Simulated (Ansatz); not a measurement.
Steps from a short run of molecular dynamics on a 2×2×2 supercell (16 atoms) of SrO (zincblende), relaxed with r2SCAN; forces from r2SCAN in Ansatz, 2×2×2 mesh, Fermi-Dirac smearing of 0.086 eV, a Nosé-Hoover thermostat at fixed volume, set at 1000 K. Computed, non-magnetic; the trajectory is short and the cell small, so nothing here is a converged average. The structure comes from a prototype and may be hypothetical.

Cell vectors in Å:
```
0.0000 5.5846 5.5846
5.5846 0.0000 5.5846
5.5846 5.5846 0.0000
```

Problem. At 8 fs the positions in Å are
```
Sr  -0.042  -0.017   0.016
O    1.374   1.462   1.412
Sr   2.804   2.758  -0.029
O    4.088   4.176   1.342
Sr   2.839   0.017   2.785
O    4.232   1.438   4.181
Sr   5.604   2.807   2.752
O    6.986   4.093   4.229
Sr  -0.021   2.750   2.818
O    1.298   4.242   4.174
Sr   2.781   5.598   2.800
O    4.264   7.058   4.241
Sr   2.785   2.795   5.578
O    4.184   4.182   6.951
Sr   5.595   5.598   5.614
O    7.039   7.034   7.000
```
What are the forces, and how far does the free energy (smearing included) lie above that of step 0, with the atoms on their sites?

Solution. 16.3 meV an atom; forces in eV/Å:
```
Sr   0.062   0.398   0.027
O    0.189  -0.754   0.073
Sr  -0.388   0.048   0.330
O    0.397   0.237   0.474
Sr  -0.334  -0.094   0.125
O   -0.228  -0.152  -0.102
Sr  -0.227   0.126   0.205
O   -0.108   0.798  -0.470
Sr   0.204   0.667  -0.418
O    0.495  -0.151   0.091
Sr   0.041  -0.058   0.162
O   -0.248  -0.944  -0.133
Sr   0.101   0.279  -0.307
O   -0.116   0.164   0.110
Sr   0.319  -0.276  -0.069
O   -0.159  -0.287  -0.098
```

Problem. At 12 fs the positions in Å are
```
Sr  -0.062  -0.024   0.025
O    1.365   1.485   1.421
Sr   2.809   2.742  -0.043
O    4.042   4.173   1.321
Sr   2.862   0.025   2.782
O    4.250   1.457   4.176
Sr   5.614   2.815   2.732
O    6.987   4.055   4.244
Sr  -0.031   2.730   2.830
O    1.254   4.268   4.168
Sr   2.776   5.604   2.804
O    4.299   7.085   4.266
Sr   2.782   2.797   5.574
O    4.181   4.180   6.938
Sr   5.600   5.604   5.629
O    7.067   7.057   7.009
```
What are the forces, and how far does the free energy (smearing included) lie above that of step 0, with the atoms on their sites?

Solution. 32.3 meV an atom; forces in eV/Å:
```
Sr   0.084   0.575   0.029
O    0.276  -1.028   0.074
Sr  -0.586   0.058   0.501
O    0.557   0.343   0.656
Sr  -0.450  -0.116   0.157
O   -0.311  -0.211  -0.133
Sr  -0.324   0.179   0.320
O   -0.180   1.081  -0.645
Sr   0.334   1.006  -0.652
O    0.677  -0.218   0.093
Sr   0.030  -0.124   0.205
O   -0.349  -1.330  -0.109
Sr   0.172   0.391  -0.436
O   -0.149   0.217   0.159
Sr   0.448  -0.414  -0.096
O   -0.229  -0.407  -0.123
```

Problem. At 14 fs the positions in Å are
```
Sr  -0.073  -0.028   0.029
O    1.361   1.493   1.426
Sr   2.811   2.733  -0.050
O    4.021   4.172   1.312
Sr   2.873   0.029   2.780
O    4.259   1.466   4.173
Sr   5.618   2.819   2.723
O    6.987   4.040   4.249
Sr  -0.036   2.721   2.836
O    1.235   4.280   4.165
Sr   2.773   5.607   2.806
O    4.316   7.094   4.278
Sr   2.780   2.798   5.571
O    4.179   4.181   6.932
Sr   5.603   5.606   5.636
O    7.080   7.067   7.013
```
What are the forces, and how far does the free energy (smearing included) lie above that of step 0, with the atoms on their sites?

Solution. 40.5 meV an atom; forces in eV/Å:
```
Sr   0.097   0.655   0.026
O    0.312  -1.128   0.067
Sr  -0.680   0.067   0.581
O    0.619   0.381   0.723
Sr  -0.502  -0.124   0.168
O   -0.343  -0.234  -0.141
Sr  -0.367   0.202   0.378
O   -0.206   1.184  -0.709
Sr   0.399   1.160  -0.765
O    0.746  -0.253   0.087
Sr   0.022  -0.162   0.223
O   -0.395  -1.480  -0.086
Sr   0.209   0.439  -0.492
O   -0.156   0.231   0.181
Sr   0.505  -0.482  -0.108
O   -0.260  -0.456  -0.131
```

Problem. At 20 fs the positions in Å are
```
Sr  -0.103  -0.036   0.042
O    1.355   1.501   1.441
Sr   2.815   2.708  -0.068
O    3.968   4.176   1.298
Sr   2.905   0.040   2.776
O    4.279   1.488   4.162
Sr   5.631   2.832   2.695
O    6.984   4.012   4.254
Sr  -0.049   2.697   2.850
O    1.188   4.311   4.158
Sr   2.765   5.616   2.813
O    4.359   7.098   4.313
Sr   2.776   2.803   5.563
O    4.170   4.184   6.916
Sr   5.614   5.613   5.657
O    7.115   7.090   7.022
```
What are the forces, and how far does the free energy (smearing included) lie above that of step 0, with the atoms on their sites?

Solution. 60.4 meV an atom; forces in eV/Å:
```
Sr   0.154   0.851  -0.007
O    0.376  -1.267   0.027
Sr  -0.926   0.147   0.775
O    0.723   0.394   0.801
Sr  -0.657  -0.147   0.193
O   -0.388  -0.271  -0.135
Sr  -0.475   0.260   0.541
O   -0.200   1.327  -0.788
Sr   0.560   1.493  -1.037
O    0.854  -0.360   0.061
Sr   0.006  -0.273   0.275
O   -0.519  -1.691  -0.043
Sr   0.307   0.554  -0.623
O   -0.138   0.214   0.240
Sr   0.659  -0.689  -0.131
O   -0.335  -0.542  -0.147
```

Problem. At 24 fs the positions in Å are
```
Sr  -0.124  -0.040   0.050
O    1.356   1.491   1.452
Sr   2.816   2.692  -0.079
O    3.940   4.184   1.297
Sr   2.925   0.048   2.774
O    4.287   1.500   4.153
Sr   5.638   2.841   2.678
O    6.979   4.010   4.248
Sr  -0.057   2.683   2.858
O    1.167   4.328   4.154
Sr   2.760   5.621   2.819
O    4.381   7.081   4.336
Sr   2.774   2.807   5.556
O    4.162   4.189   6.909
Sr   5.623   5.616   5.671
O    7.134   7.100   7.027
```
What are the forces, and how far does the free energy (smearing included) lie above that of step 0, with the atoms on their sites?

Solution. 66.8 meV an atom; forces in eV/Å:
```
Sr   0.215   0.940  -0.053
O    0.368  -1.221  -0.008
Sr  -1.045   0.250   0.857
O    0.725   0.310   0.747
Sr  -0.766  -0.168   0.205
O   -0.377  -0.267  -0.103
Sr  -0.528   0.288   0.634
O   -0.116   1.286  -0.743
Sr   0.618   1.571  -1.125
O    0.842  -0.433   0.053
Sr   0.009  -0.339   0.316
O   -0.590  -1.596  -0.089
Sr   0.353   0.603  -0.670
O   -0.093   0.149   0.270
Sr   0.752  -0.832  -0.132
O   -0.366  -0.540  -0.159
```

Problem. At 28 fs the positions in Å are
```
Sr  -0.144  -0.042   0.058
O    1.360   1.470   1.462
Sr   2.815   2.676  -0.088
O    3.920   4.194   1.305
Sr   2.944   0.055   2.772
O    4.292   1.510   4.143
Sr   5.644   2.851   2.661
O    6.974   4.019   4.235
Sr  -0.063   2.673   2.863
O    1.154   4.341   4.151
Sr   2.755   5.626   2.824
O    4.398   7.049   4.358
Sr   2.773   2.813   5.548
O    4.154   4.196   6.904
Sr   5.633   5.618   5.685
O    7.150   7.104   7.030
```
What are the forces, and how far does the free energy (smearing included) lie above that of step 0, with the atoms on their sites?

Solution. 67.9 meV an atom; forces in eV/Å:
```
Sr   0.297   0.993  -0.119
O    0.313  -1.074  -0.050
Sr  -1.120   0.379   0.902
O    0.686   0.160   0.623
Sr  -0.880  -0.200   0.217
O   -0.333  -0.239  -0.050
Sr  -0.564   0.307   0.712
O    0.020   1.154  -0.633
Sr   0.632   1.525  -1.124
O    0.768  -0.502   0.062
Sr   0.025  -0.393   0.363
O   -0.661  -1.315  -0.217
Sr   0.379   0.629  -0.682
O   -0.022   0.044   0.291
Sr   0.841  -0.978  -0.119
O   -0.380  -0.488  -0.177
```
